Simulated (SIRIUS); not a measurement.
# Al (P6_3/mmc) in SIRIUS: a series of runs

Runs on Al. Level: PBE. Tasks: single point.

Program: SIRIUS 7.10.0. These are calculated values, not measurements. Logs are shortened: lines on timing, memory, paths and dates and some standing lists are left out, and cuts for length are marked. The log counts tension as positive stress, the text compression.

### Step 1. The undisturbed crystal

Symmetry: P6_3/mmc, No. 194, hexagonal system. The conventional cell has a = 2.812 Å, b = 2.812 Å, c = 4.867 Å, α = 90.00°, β = 90.00°, γ = 120.00°. Al (site symmetry -6m2) is surrounded by 12 Al at 2.81 to 2.93 Å.

This isn't the form of Al at room conditions, which is fcc.

### Step 2. Single point, PBE, 15.36 Å³/atom (strain = -0.04 (biaxial xy))

sirius.json reads:

```json
{
  "control": {
    "processing_unit": "cpu",
    "verbosity": 2,
    "num_bands_to_print": 9,
    "print_forces": true,
    "print_stress": true
  },
  "parameters": {
    "electronic_structure_method": "pseudopotential",
    "xc_functionals": ["XC_GGA_X_PBE", "XC_GGA_C_PBE"],
    "gk_cutoff": 6.4,
    "pw_cutoff": 12.8,
    "ngridk": [11, 11, 6],
    "shiftk": [0, 0, 0],
    "smearing": "fermi_dirac",
    "smearing_width": 0.0018374661,
    "num_bands": 9,
    "num_mag_dims": 0,
    "num_dft_iter": 100,
    "energy_tol": 1e-08,
    "density_tol": 1e-06
  },
  "iterative_solver": {
    "type": "davidson",
    "min_tolerance": 1e-09,
    "tolerance_scale": [0.1, 0.25]
  },
  "mixer": {
    "type": "anderson",
    "beta": 0.7,
    "max_history": 8
  },
  "settings": {
    "tol_ne": 1e-10,
    "pseudo_grid_cutoff": 6.5
  },
  "unit_cell": {
    "lattice_vectors": [
      [1.0, 0.0, 0.0],
      [-0.5, 0.866025403778, 0.0],
      [0.0, 0.0, 1.802565652834]
    ],
    "lattice_vectors_scale": 5.1021795379,
    "atom_coordinate_units": "lattice",
    "atom_types": ["Al"],
    "atom_files": {
      "Al": "Al.json"
    },
    "atoms": {
      "Al": [
        [0.3333333333, 0.6666666667, 0.25],
        [0.6666666667, 0.3333333333, 0.75]
      ]
    }
  }
}
```

Potentials or basis: PseudoDojo 0.4.1 PBE standard (scalar relativistic).

Run with:

```console
$ upf_to_json Al.upf
$ OMP_NUM_THREADS=1 sirius.scf --input=sirius.json --output=out.json --task=0
```

The log of the run:

```text
[info] SIRIUS version : 7.10.0
[info] number of MPI ranks           : 1
[info] MPI grid                      : 1 1
[info] maximum number of OMP threads : 1
[fft] FFT context for density and potential
[fft] =====================================
[fft]   comm size                             : 1
[fft]   plane wave cutoff                     : 12.8
[fft]   grid size                             : 24 24 40   total : 23040
[fft]   grid limits                           : -11 12   -11 12   -19 20
[fft]   number of G-vectors within the cutoff : 3661
[fft]   local number of G-vectors             : 3661
[fft]   number of G-shells                    : 433
[fft] FFT context for coarse grid
[fft] =====================================
[fft]   comm size                             : 1
[fft]   plane wave cutoff                     : 12.8
[fft]   grid size                             : 24 24 40   total : 23040
[fft]   grid limits                           : -11 12   -11 12   -19 20
[fft]   number of G-vectors within the cutoff : 3661
[fft]   local number of G-vectors             : 3661
[fft]   number of G-shells                    : 433
[unit cell] lattice vectors
[unit cell]   a1 :       5.1021795379      0.0000000000      0.0000000000
[unit cell]   a2 :      -2.5510897689      4.4186170945      0.0000000000
[unit cell]   a3 :       0.0000000000      0.0000000000      9.1970135896
[unit cell] reciprocal lattice vectors
[unit cell]   b1 :       1.2314708372      0.7109900194     -0.0000000000
[unit cell]   b2 :       0.0000000000      1.4219800387      0.0000000000
[unit cell]   b3 :       0.0000000000     -0.0000000000      0.6831766906
[unit cell] unit cell volume :       207.34278771 [a.u.^3]
[unit cell] 1/sqrt(omega)    :         0.06944733
[unit cell] MT volume        :         0.00000000 ( 0.00%)
[unit cell] IT volume        :       207.34278771 (100.00%)
[unit cell] number of atom types : 1
[unit cell] type id : 0 symbol : Al mt_radius :  18.750000 num_atoms : 2
[unit cell] total number of atoms : 2
[unit cell] number of symmetry classes : 1
[unit cell] number of PAW atoms : 0
[unit cell] atom id  type id  class id             position                      vector_field
[unit cell] ------------------------------------------------------------------------------------------
[unit cell]      0        0        0      0.33333   0.66667   0.25000      0.00000   0.00000   0.00000
[unit cell]      1        0        0      0.66667   0.33333   0.75000      0.00000   0.00000   0.00000
[unit cell] atom id         position (Cartesian, a.u.)
[unit cell] ---------------------------------------------
[unit cell]      0      -0.000000    2.945745    2.299253
[unit cell]      1       2.551090    1.472872    6.897760
[unit cell] class id : 0 atom id : 0 1
[unit cell] minimum bond length:     5.102180
[unit cell] total number of pseudo wave-functions: 8
[sym] space group number   : 194
[sym] international symbol : P6_3/mmc
[sym] Hall symbol          : -P 6c 2c
[sym] space group transformation matrix :
[sym]   1.0000 -0.0000  0.0000
[sym]   0.0000  1.0000  0.0000
[sym]   0.0000  0.0000  1.0000
[sym] space group origin shift :
[sym]  -0.0000 -0.0000  0.0000
[sym] number of space group operations  : 24
[sym] number of magnetic group operations : 24
[sym] metric tensor error: 2.9032e-10
[sym] rotation matrix error: 1.2878e-11
[sym] symmetry operations
[... list of symmetry operations ...]
[atom type] label          : Al
[atom type] --------------------------------------------------------------------------------
[atom type] symbol         : Al
[atom type] name           :
[atom type] zn             : 3
[atom type] mass           : 0
[... 202 lines left out ...]
[find] Free energy (E-TS)             :      -4.62958649 (Ha),      -9.25917298 (Ry)
[find] band gap (eV)                  :       0.00000000
[find] Efermi                         :       0.32060621
[find] iteration : 6, RMS : 2.965970841292e-07, energy difference : -7.833240012189e-08
[find] Hartree energy of density residual : 3.458088245364e-12
[find] | SCF iteration   7 out of 100|
[diagonalize] iterative solver tolerance (occupied, empty): 1.00344e-08 1.00344e-08
[diagonalize] average number of iterations: 3.5625
[find] Total energy                   :      -4.62943672 (Ha),      -9.25887344 (Ry)
[find] Free energy (E-TS)             :      -4.62958651 (Ha),      -9.25917302 (Ry)
[find] band gap (eV)                  :       0.00000000
[find] Efermi                         :       0.32060610
[find] iteration : 7, RMS : 9.563340972933e-08, energy difference : -1.778951830289e-08
[find] Hartree energy of density residual : 1.716669657043e-12
[find] bands are converged : false
[find] iterative solver converged : false
[find] +------------------------------+
[find] | SCF iteration   8 out of 100|
[find] +------------------------------+
[diagonalize] iterative solver tolerance (occupied, empty): 2.50859e-09 2.50859e-09
[diagonalize] average number of iterations: 3.10938
[diagonalize] Lowest band energies
[diagonalize] ik:    0   -0.108893    0.109923    0.121362    0.712678    0.756949    0.785351    0.785351    0.791610    0.791610
[diagonalize] ik:    1   -0.100685    0.117924    0.129032    0.658036    0.721438    0.722225    0.763093    0.776171    0.857049
[diagonalize] ik:    2   -0.076146    0.141661    0.152051    0.525211    0.667349    0.680866    0.719184    0.740991    0.785145
[diagonalize] ik:    3   -0.035539    0.180035    0.190430    0.399912    0.582672    0.614335    0.626780    0.686330    0.806205
[diagonalize] ik:    4    0.020689    0.225151    0.244117    0.294677    0.483637    0.499759    0.599774    0.657727    0.783524
[diagonalize] ...
[diagonalize] ik:   59    0.044491    0.044491    0.447008    0.447008    0.452109    0.452109    0.534226    0.534226    0.859312
[diagonalize] ik:   60    0.099562    0.099562    0.353134    0.353134    0.439715    0.439715    0.549567    0.549567    0.776288
[diagonalize] ik:   61    0.167623    0.167623    0.259323    0.259323    0.427888    0.427888    0.605613    0.605613    0.691430
[diagonalize] ik:   62    0.160926    0.160926    0.314883    0.314883    0.358536    0.358536    0.599636    0.599636    0.741513
[diagonalize] ik:   63    0.221207    0.221207    0.254351    0.254351    0.338024    0.338024    0.651244    0.651244    0.690983
[find] Charges and magnetic moments
[find] --------------------------------------------------------------------------------
[find] total charge          : 6.000000
[find] Energy
[find] --------------------------------------------------------------------------------
[find] valence_eval_sum               :       0.89275777
[find] <rho|V^{XC}>                   :      -2.21989377
[find] <rho|E^{XC}>                   :      -2.20672791
[find] <mag|B^{XC}>                   :       0.00000000
[find] <rho|V^{H}>                    :       0.02074183
[find] one-electron contribution      :       3.09190971 (Ha),       6.18381942 (Ry)
[find] hartree contribution           :       0.01037091
[find] xc contribution                :      -2.20672791
[find] ewald contribution             :      -5.52498946
[find] PAW contribution               :       0.00000000
[find] smearing (-TS)                 :      -0.00014979
[find] SCF correction                 :       0.00000002
[find] Total energy                   :      -4.62943672 (Ha),      -9.25887344 (Ry)
[find] Free energy (E-TS)             :      -4.62958651 (Ha),      -9.25917302 (Ry)
[find] band gap (eV)                  :       0.00000000
[find] Efermi                         :       0.32060613
[find] iteration : 8, RMS : 2.140527648876e-08, energy difference : -3.399870607268e-09
[find] Hartree energy of density residual : 3.807730307327e-14
[find] bands are converged : false
[find] iterative solver converged : true
[find] converged after 9 SCF iterations!
[find] Charges and magnetic moments
[find] --------------------------------------------------------------------------------
[find] total charge          : 6.000000
[find] Energy
[find] --------------------------------------------------------------------------------
[find] valence_eval_sum               :       0.89275777
[find] <rho|V^{XC}>                   :      -2.21989377
[find] <rho|E^{XC}>                   :      -2.20672791
[find] <mag|B^{XC}>                   :       0.00000000
[find] <rho|V^{H}>                    :       0.02074183
[find] one-electron contribution      :       3.09190971 (Ha),       6.18381942 (Ry)
[find] hartree contribution           :       0.01037091
[find] xc contribution                :      -2.20672791
[find] ewald contribution             :      -5.52498946
[find] PAW contribution               :       0.00000000
[find] smearing (-TS)                 :      -0.00014979
[find] SCF correction                 :       0.00000002
[find] Total energy                   :      -4.62943672 (Ha),      -9.25887344 (Ry)
[find] Free energy (E-TS)             :      -4.62958651 (Ha),      -9.25917302 (Ry)
[find] band gap (eV)                  :       0.00000000
[find] Efermi                         :       0.32060613
[ground_state] === stress tensor components [kbar] ===
[ground_state] === stress_kin ===
[ground_state] -1692.725826   -0.000000    0.000000
[ground_state]    -0.000000-1692.725826    0.000000
[ground_state]     0.000000    0.000000-1705.687962
[ground_state] === stress_har ===
[ground_state]    -5.519996   -0.000000    0.000000
[ground_state]    -0.000000   -5.519996    0.000000
[ground_state]     0.000000    0.000000   -3.675868
[ground_state] === stress_ewald ===
[ground_state]  2486.441426    0.000000    0.000000
[ground_state]     0.000000 2486.441426   -0.000000
[ground_state]     0.000000   -0.000000 2866.829459
[ground_state] === stress_vloc ===
[ground_state]  -209.530520   -0.000000   -0.000000
[ground_state]    -0.000000 -209.530520   -0.000000
[ground_state]    -0.000000   -0.000000 -571.726223
[ground_state] === stress_xc ===
[ground_state]    21.502430    0.000000   -0.000000
[ground_state]     0.000000   21.502430    0.000000
[ground_state]    -0.000000    0.000000   22.638879
[ground_state] === stress_core ===
[ground_state]   845.171763    0.000000    0.000000
[ground_state]     0.000000  845.171763    0.000000
[ground_state]     0.000000    0.000000  834.036975
[ground_state] === stress_nonloc ===
[ground_state] -1553.814675   -0.000000   -0.000000
[ground_state]    -0.000000-1553.814676   -0.000000
[ground_state]    -0.000000   -0.000000-1463.628169
[ground_state] === stress_us_nl ===
[ground_state] -1553.814675   -0.000000   -0.000000
[ground_state]    -0.000000-1553.814676   -0.000000
[ground_state]    -0.000000   -0.000000-1463.628169
[ground_state] === stress_total ===
[ground_state]  -108.475398    0.000000    0.000000
[ground_state]     0.000000 -108.475398   -0.000000
[ground_state]     0.000000   -0.000000  -21.212910
[ground_state] ==== total Forces in Ha/bohr =====
[ground_state] atom:    0, force:      -0.0000000      0.0000000      0.0000000
[ground_state] atom:    1, force:       0.0000000      0.0000000      0.0000000
[ground_state] ==== ultrasoft contribution from Qij =====
[ground_state] atom:    0, force:       0.0000000      0.0000000      0.0000000
[ground_state] atom:    1, force:       0.0000000      0.0000000      0.0000000
[ground_state] ==== non-local contribution from Beta-projector =====
[ground_state] atom:    0, force:      -0.0000000      0.0000000      0.0000000
[ground_state] atom:    1, force:       0.0000000      0.0000000      0.0000000
[ground_state] ==== contribution from local potential =====
[ground_state] atom:    0, force:       0.0000000      0.0000000      0.0000000
[ground_state] atom:    1, force:      -0.0000000      0.0000000      0.0000000
[ground_state] ==== contribution from core density =====
[ground_state] atom:    0, force:       0.0000000      0.0000000      0.0000000
[ground_state] atom:    1, force:      -0.0000000      0.0000000      0.0000000
[ground_state] ==== Ewald forces from ions =====
[ground_state] atom:    0, force:       0.0000000     -0.0000000      0.0000000
[ground_state] atom:    1, force:       0.0000000      0.0000000      0.0000000
[~DFT_ground_state] local op. applied: 15312
[~DFT_ground_state] evp. work count: 8073.42
[~DFT_ground_state] number of iterative solver steps: 2470
```

Run time: 9.7 s. Hardware: 1 thread of Arm Neoverse V2, shared host; peak memory 0.24 GiB.

What came out:

- Free energy: -125.9775 eV
- Pressure: 7.9 GPa
- Band gap on the k mesh: none (metal or under the smearing width)

### Step 3. Single point, PBE, 16.01 Å³/atom (strain = -0.02 (biaxial xy))

sirius.json, as its differences from that of step 2:

```diff
@@ -39,7 +39,6 @@
     "lattice_vectors": [
-      [1.0, 0.0, 0.0],
-      [-0.5, 0.866025403778, 0.0],
-      [0.0, 0.0, 1.802565652834]
+      [5.208474945088, 0.0, 0.0],
+      [-2.60423747245, 4.510671617409, 0.0],
+      [0.0, 0.0, 9.197013589635]
     ],
-    "lattice_vectors_scale": 5.1021795379,
     "atom_coordinate_units": "lattice",
```

Potentials or basis: PseudoDojo 0.4.1 PBE standard (scalar relativistic).

Run with:

```console
$ upf_to_json Al.upf
$ OMP_NUM_THREADS=1 sirius.scf --input=sirius.json --output=out.json --task=0
```

It took 10 s on 1 thread of Arm Neoverse V2, shared host; peak memory 0.24 GiB.

Results (log left out):

| Quantity | Value |
| --- | --- |
| Free energy | -126.0425 eV |
| Pressure | 3.6 GPa |
| Band gap on the k mesh | none (metal or under the smearing width) |
